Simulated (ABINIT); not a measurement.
Runs of ABINIT 10.8.3 (patched build) on TiAl. Symmetry: Pm-3m, No. 221, cubic system. Conventional cell: a = 3.179 Å, b = 3.179 Å, c = 3.179 Å, α = 90.00°, β = 90.00°, γ = 90.00°. Ti (site symmetry m-3m) has 8 Al at 2.75 Å as nearest neighbours. Al (site symmetry m-3m) is surrounded by 8 Ti at 2.75 Å. The cell comes from a database or a generator and needn't be the stable form of this composition.

```csv
task,level,spin,U,cell,cutoff (eV),smearing,fine-grid cutoff,start of the occupation matrix,double counting (usepawu),SCF steps with the typed occupation matrix (usedmatpu),most SCF steps,other keys,gap on the mesh (eV),pressure (GPa),largest force (eV/Å)
single point,PBE,off,-,as given,544,fermi-dirac 0.05 eV,1088.46 eV,-,-,-,-,-,none,1.0,-
real-space fields,BLYP+D3(BJ),"SOC, no magnetisation",-,as given,408,fermi-dirac 0.1 eV,816.342 eV,-,-,-,-,-,none,-7.5,-
real-space fields,BLYP+U,off,Ti d U = 3.5 eV,"atoms moved at random, drawn with an rms of 0.15 Å",408,fermi-dirac 0.1 eV,816.342 eV,random,1,10,80,-,none,9.3,1.30
single point,PBE,off,-,"atoms moved at random, drawn with an rms of 0.05 Å",544,fermi-dirac 0.05 eV,1088.46 eV,-,-,-,-,-,none,1.0,0.21
band structure,PBE+D3(BJ),off,-,as given,544,fermi-dirac 0.1 eV,870.764 eV,-,-,-,-,dg_ha = 32; wfoptalg = 114,none,(a),-
```

Alike in all rows: potentials or basis JTH PAW PBE v2.0; k mesh 8 × 8 × 8.

**Question.** Fill in the values left out.

**Answer.** (a) -3.9.

Caveats: the PAW data sets were made with another functional, which shifts forces and pressure a little (some runs); pairwise dispersion overbinds metals, which lowers pressure and volume (some runs); U without spin polarisation on a metal has little footing (some runs); the U is typed as a test and isn't derived for this compound (some runs).

A gap of «none» marks a metal or a gap under the smearing width.
